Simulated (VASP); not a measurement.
# BN (R3m) in VASP: settings compared

One crystal, BN, is run at these levels: PBE-EpsX, PBE, LDA; tasks: band structure.

Program: VASP 6.6.1. These are calculated values, not measurements. Logs are shortened: lines on timing, memory, paths and dates and some standing lists are left out, and cuts for length are marked.

## 1. The crystal as given

The structure is trigonal, space group R3m (No. 160). The conventional cell has a = 2.502 Å, b = 2.502 Å, c = 10.119 Å, α = 90.00°, β = 90.00°, γ = 120.00°. N (site symmetry 3m) is surrounded by 3 B at 1.44 Å. B (site symmetry 3m) has 3 N at 1.44 Å as nearest neighbours.

The cell is a database's computed one.

## 2. Band structure, PBE-EpsX

POSCAR

```
BN
1.0
    1.2511217832      0.7223354983      3.3729344033
   -1.2511217832      0.7223354983      3.3729344033
    0.0000000000     -1.4446709966      3.3729344033
N B
1 1
Direct
    0.6672382000      0.6672382000      0.6672382000
    0.0003288000      0.0003288000      0.0003288000
```

INCAR.step1

```
SYSTEM = BN
PREC = Accurate
ENCUT = 520
EDIFF = 1E-8
ISMEAR = -1
SIGMA = 0.05
LREAL = .False.
LASPH = .True.
NELM = 100
ALGO = Normal
ISIF = 2
LWAVE = .False.
LCHARG = .False.
GGA = PE
LEPSILON = .True.
```

KPOINTS.step1

```
Automatic mesh
0
G
  12 12 12
  0 0 0
```

INCAR.step2

```
SYSTEM = BN
PREC = Accurate
ENCUT = 520
EDIFF = 1E-5
ISMEAR = -1
SIGMA = 0.05
LREAL = .False.
LASPH = .True.
NELM = 100
ALGO = Normal
ISIF = 2
LWAVE = .True.
LCHARG = .False.
GGA = PE
```

KPOINTS.step2

```
regular mesh
0
Gamma
  6 6 6
  0 0 0
```

INCAR.step3

```
SYSTEM = BN
PREC = Accurate
ENCUT = 520
EDIFF = 1E-7
ISMEAR = -1
SIGMA = 0.05
LREAL = .False.
LASPH = .True.
NELM = 100
ALGO = Normal
ISIF = 2
LWAVE = .False.
LCHARG = .False.
GGA = PE
LHFCALC = .True.
AEXX = 0.2493
PRECFOCK = Normal
ISTART = 1
```

KPOINTS.step3

```
regular mesh
0
Gamma
  6 6 6
  0 0 0
```

KPOINTS_OPT

```
path GLB1,BZGX,QFP1Z,LP
8
line-mode
reciprocal
 0.0000000000  0.0000000000  0.0000000000  G
 0.5000000000  0.0000000000  0.0000000000  L

 0.5000000000  0.0000000000  0.0000000000  L
 0.5000000000  0.1972419765 -0.1972419765  B1

 0.8027580235  0.5000000000  0.1972419765  B
 0.5000000000  0.5000000000  0.5000000000  Z

 0.5000000000  0.5000000000  0.5000000000  Z
 0.0000000000  0.0000000000  0.0000000000  G

 0.0000000000  0.0000000000  0.0000000000  G
 0.3486209883  0.0000000000 -0.3486209883  X

 0.6513790117  0.3486209883  0.0000000000  Q
 0.5000000000  0.5000000000  0.0000000000  F

 0.5000000000  0.5000000000  0.0000000000  F
 0.6513790117  0.6513790117  0.1972419765  P1

 0.6513790117  0.6513790117  0.1972419765  P1
 0.5000000000  0.5000000000  0.5000000000  Z

 0.5000000000  0.0000000000  0.0000000000  L
 0.8027580235  0.3486209883  0.3486209883  P
```

Potentials or basis: VASP PAW PBE potentials, release 64 (N, B).

Run with:

```
$ cat potpaw_PBE.64/N/POTCAR potpaw_PBE.64/B/POTCAR > POTCAR
$ cp INCAR.step1 INCAR
$ cp KPOINTS.step1 KPOINTS
$ mpirun -np 1 vasp_std > vasp.out
$ cp INCAR.step2 INCAR
$ cp KPOINTS.step2 KPOINTS
$ mpirun -np 1 vasp_std > vasp.out
$ cp INCAR.step3 INCAR
$ cp KPOINTS.step3 KPOINTS
$ mpirun -np 1 vasp_std > vasp.out
```

OUTCAR:

```text
SYSTEM = BN
   PREC = Accurate
   ENCUT = 520
   EDIFF = 1E-7
   ISMEAR = -1
   LREAL = .False.
   LASPH = .True.
   NELM = 100
   ISIF = 2
   GGA = PE
   LHFCALC = .True.
   AEXX = 0.2493
   PRECFOCK = Normal
   ISTART = 1

 ion  position               nearest neighbor table
   1  0.667  0.667  0.667-   2 1.44   2 1.44   2 1.44
   2  0.000  0.000  0.000-   1 1.44   1 1.44   1 1.44

  LATTYP: Found a trigonal (rhomboedric) cell.
 ALAT       =     3.6692997666
 COS(alpha) =     0.7674786797

  Lattice vectors:

 A1 = (   1.2511217832,   0.7223354983,   3.3729344033)
 A2 = (  -1.2511217832,   0.7223354983,   3.3729344033)
 A3 = (   0.0000000000,  -1.4446709966,   3.3729344033)

Analysis of symmetry for initial positions (statically):
=====================================================================
 Subroutine PRICEL returns:
 Original cell was already a primitive cell.

 Routine SETGRP: Setting up the symmetry group for a
 trigonal (rhombohedral) supercell.

 Subroutine GETGRP returns: Found  6 space group operations
 (whereof  6 operations were pure point group operations)
 out of a pool of 12 trial point group operations.

The static configuration has the point symmetry C_3v.

Analysis of symmetry for dynamics (positions and initial velocities):
=====================================================================
 Subroutine PRICEL returns:
 Original cell was already a primitive cell.

 Routine SETGRP: Setting up the symmetry group for a
 trigonal (rhombohedral) supercell.

 Subroutine GETGRP returns: Found  6 space group operations
 (whereof  6 operations were pure point group operations)
 out of a pool of 12 trial point group operations.

The dynamic configuration has the point symmetry C_3v.

 Subroutine INISYM returns: Found  6 space group operations
 (whereof  6 operations are pure point group operations),
 and found     1 'primitive' translations

----------------------------------------------------------------------------------------

                                     Primitive cell

  volume of cell :      18.2893

  direct lattice vectors                    reciprocal lattice vectors
     1.251121783  0.722335498  3.372934403     0.399641351  0.230733042  0.098825916
    -1.251121783  0.722335498  3.372934403    -0.399641351  0.230733042  0.098825916
     0.000000000 -1.444670997  3.372934403     0.000000000 -0.461466083  0.098825916

[... 94 lines left out ...]
   NELECT =       8.0000    total number of electrons
   NUPDOWN=      -1.0000    fix difference up-down
   EMIN   =  10.00;   EMAX   =-10.00  energy-range for DOS
   EFERMI =   0.00;   METHOD = LEGACY
   ISMEAR =    -1;   SIGMA  =   0.05  broadening in eV -4-tet -1-fermi 0-gaus
   EFERMI_NEDOS =   21; number of points for ismear=-14 and -15
   IALGO  =     38    algorithm
   IMIX   =      1    mixing-type and parameters
     AMIX     =   0.40;   BMIX     =  1.00
     AMIX_MAG =   1.60;   BMIX_MAG =  1.00
  volume/ion in A,a.u.               =       9.14        61.71
  Fermi-wavevector in a.u.,A,eV,Ry     =   1.242717  2.348395 21.012099  1.544346
  Thomas-Fermi vector in A             =   2.377059
   LORBIT       =      0    0 simple, 1 ext, 2 COOP (PROOUT), +10 PAW based schemes
   GGA     = PE    functional components
   LHFCALC =     T    Hartree Fock is set to
   PRECFOCK=normal    Normal, Fast or Accurate (Low or Medium for compatibility)
   ENCUT4O =  -1.0   cutoff for four orbital integrals eV
   NKREDX  =     1    reduce k-point grid by
   NKREDY  =     1    reduce k-point grid by
   NKREDZ  =     1    reduce k-point grid by
   AEXX    =    0.2493 exact exchange contribution
   HFSCREEN=    0.0000 screening length (either q_TF or 0.3 A-1)
   HFSCREENC=   0.0000 screening length for correlation (either q_TF or 0.3 A-1)
   ENCUTFOCK=  -1.0 apply spherical cutoff to Coloumb kernel
   IVDW    =     0    specifies the selected vdW correction
   LEPSILON=     F    determine dielectric tensor
   LRPA    =     F    only Hartree local field effects (RPA)
 non-spin polarized calculation
  energy-cutoff  :      520.00
  volume of cell :       18.29
 maximum number of plane-waves:       517
  NGX = 24; NGY = 24; NGZ = 24

 number of electron       8.0000000 magnetization

 Free energy of the ion-electron system (eV)
  ---------------------------------------------------
  ext. energy  EPLUGINS =         0.00000000
  ---------------------------------------------------
  free energy    TOTEN  =       -21.34100484 eV

  energy without entropy =      -21.34100484  energy(sigma->0) =      -21.34100484

 E-fermi :   2.0126     XC(G=0):  -7.8686

 val. band max:        0.9294785082   @ k =  -0.3333   0.3333   0.0000
 cond. band min:       7.2454768252   @ k =   0.5000   0.5000  -0.0000
 fundamental gap:      6.3159983170
 Fermi energy:         2.0126131075

 k-point     1 :       0.0000    0.0000    0.0000
  band No.  band energies     occupation
      1     -18.6725      2.00000
      2      -3.6735      2.00000
      3      -0.6100      2.00000
      4      -0.6100      2.00000
      5       7.9914      0.00000
      6      15.1523      0.00000
      7      15.1523      0.00000
      8      17.1138      0.00000
[... 243 lines left out ...]
 k-point    24 :      -0.3333    0.5000    0.1667
  band No.  band energies     occupation
      1     -15.2252      2.00000
      2      -7.9360      2.00000
      3      -4.9785      2.00000
      4      -0.7290      2.00000
      5       8.4681      0.00000
      6      15.4545      0.00000
      7      17.1367      0.00000
      8      19.7624      0.00000

 [... further k-points ...]

------------------------ aborting loop because EDIFF is reached ----------------------------------------

  FORCE on cell =-STRESS in cart. coord.  units (eV):
  Direction    XX          YY          ZZ          XY          YZ          ZX
  --------------------------------------------------------------------------------------
  -------------------------------------------------------------------------------------
  Total       -0.3063502     -0.3063502      0.1789445      0.0000000      0.0000000      0.0000000
  in kB      -26.8368207    -26.8368207     15.6758541      0.0000000      0.0000000      0.0000000
  external PRESSURE =     -12.6659291 kB  Pullay stress =       0.0000000 kB

 VOLUME and BASIS-vectors are now :
 -----------------------------------------------------------------------------
  energy-cutoff  :      520.00
  volume of cell :       18.29
      direct lattice vectors                 reciprocal lattice vectors
     1.251121783  0.722335498  3.372934403     0.399641351  0.230733042  0.098825916
    -1.251121783  0.722335498  3.372934403    -0.399641351  0.230733042  0.098825916
     0.000000000 -1.444670997  3.372934403     0.000000000 -0.461466083  0.098825916

 POSITION                                       TOTAL-FORCE (eV/Angst)
 -----------------------------------------------------------------------------------
      0.00000      0.00000      6.75165         0.000000      0.000000     -0.006821
      0.00000      0.00000      0.00333         0.000000     -0.000000      0.006821
 -----------------------------------------------------------------------------------
    total drift:                                0.000000      0.000000      0.000056

  FREE ENERGIE OF THE ION-ELECTRON SYSTEM (eV)
  ---------------------------------------------------
  free  energy   TOTEN  =       -21.3410048418 eV

  energy  without entropy=      -21.3410048418  energy(sigma->0) =      -21.34100484
```

Run time: 43 min. Hardware: 1 thread of Intel Xeon Platinum 8559C (Emerald Rapids), shared host; peak memory 0.4 GiB.

What came out:

```
Free energy   : -21.3410 eV
Pressure      : -1.3 GPa
Largest force : 0.007 eV/Å
```

Forces on the atoms (eV/Å):
```
N    0.000  0.000 -0.007
B    0.000  0.000  0.007
```

Levels at the corners of the path, in eV from the valence-band top:
```csv
point,band 5,band 6,band 7,band 8
Γ,6.76,13.92,13.92,15.88
L,7.15,11.98,15.02,16.97
L,7.15,11.98,15.02,16.97
B1,6.66,14.30,16.28,18.30
B,6.66,14.30,16.28,18.30
Z,12.26,13.84,13.84,14.56
Z,12.26,13.84,13.84,14.56
Γ,6.76,13.92,13.92,15.88
Γ,6.76,13.92,13.92,15.88
X,6.50,14.24,15.97,18.71
Q,6.50,14.24,15.97,18.71
F,6.01,11.96,16.34,19.74
F,6.01,11.96,16.34,19.74
P1,6.79,12.02,16.35,18.81
P1,6.79,12.02,16.35,18.81
Z,12.26,13.84,13.84,14.56
L,7.15,11.98,15.02,16.97
P,6.79,12.02,16.35,18.81
```

Caveat: the k mesh is coarse (spacing up to 0.49 Å⁻¹), so the values aren't converged, least of all with exact exchange; an unscreened hybrid on a path of extra k points without a Coulomb cutoff has errors near the mesh points, so the bands along the path aren't reliable; the PAW data sets were made with another functional, which shifts forces and pressure a little.

## 3. Band structure, PBE

INCAR

```
SYSTEM = BN
  PREC = Accurate
  ENCUT = 520
  EDIFF = 1E-6
  ISMEAR = -1
  SIGMA = 0.05
  LREAL = .False.
  LASPH = .True.
  NELM = 60
  ALGO = Normal
  ISIF = 2
  LWAVE = .False.
  LCHARG = .False.
  GGA = PE
  NBANDS = 11
```

KPOINTS

```
Automatic mesh
0
Gamma
  12 12 12
  0 0 0
```

POSCAR is that of step 2.

Changes to KPOINTS_OPT since step 2:

```diff
@@ -1,3 +1,3 @@
 path GLB1,BZGX,QFP1Z,LP
-8
+10
 line-mode
```

Potentials or basis: VASP PAW PBE potentials, release 64 (N, B).

Run with:

```
$ cat potpaw_PBE.64/N/POTCAR potpaw_PBE.64/B/POTCAR > POTCAR
$ mpirun -np 1 vasp_std > vasp.out
```

Wall time 62 s (1 thread of Intel Xeon Platinum 8259CL at 2.50GHz (Skylake/Cascade Lake), shared host); peak memory 0.19 GiB.

The run converged. Its results:

| Property | Result |
| --- | --- |
| Free energy | -17.5810 eV |
| Pressure | 3.6 GPa |
| Band gap on the k mesh | 4.28 eV, indirect (least direct gap 4.70 eV) |
| Band gap along the path | 4.22 eV, indirect (least direct gap 4.70 eV) |

Forces in eV/Å, atoms in the order of the input:
```
N    0.000  0.000 -0.003
B    0.000  0.000  0.003
```

Stress tensor (GPa, compression positive):
```
4.33 0.00 0.00
0.00 4.33 0.00
0.00 0.00 2.23
```

Levels at the corners of the path, in eV from the valence-band top:
```csv
point,band 1,band 2,band 3,band 4,band 5,band 6,band 7,band 8,band 9
Γ,-17.83,-4.24,-1.34,-1.34,5.11,11.62,11.62,13.09,14.69
L,-14.64,-8.98,-4.13,-0.66,5.23,9.87,13.03,14.96,19.91
L,-14.64,-8.98,-4.13,-0.66,5.23,9.87,13.03,14.96,19.91
B1,-14.10,-7.99,-6.93,-0.42,4.76,12.38,14.07,15.96,18.64
B,-14.10,-7.99,-6.93,-0.42,4.76,12.38,14.07,15.96,18.64
Z,-17.58,-6.19,-1.36,-1.36,10.06,11.55,11.55,12.19,16.27
Z,-17.58,-6.19,-1.36,-1.36,10.06,11.55,11.55,12.19,16.27
Γ,-17.83,-4.24,-1.34,-1.34,5.11,11.62,11.62,13.09,14.69
Γ,-17.83,-4.24,-1.34,-1.34,5.11,11.62,11.62,13.09,14.69
X,-14.04,-7.97,-7.11,-0.16,4.59,12.31,13.84,16.39,18.23
Q,-14.04,-7.97,-7.11,-0.16,4.59,12.31,13.84,16.39,18.23
F,-14.58,-8.86,-4.18,-1.23,4.22,9.86,14.20,17.50,20.23
F,-14.58,-8.86,-4.18,-1.23,4.22,9.86,14.20,17.50,20.23
P1,-14.69,-8.72,-4.13,-1.54,4.95,9.92,14.28,16.55,20.73
P1,-14.69,-8.72,-4.13,-1.54,4.95,9.92,14.28,16.55,20.73
Z,-17.58,-6.19,-1.36,-1.36,10.06,11.55,11.55,12.19,16.27
L,-14.64,-8.98,-4.13,-0.66,5.23,9.87,13.03,14.96,19.91
P,-14.69,-8.72,-4.13,-1.54,4.95,9.92,14.28,16.55,20.73
```

As with any semilocal functional, this PBE gap is likely too small.

(Continued in part 2 of 2.)
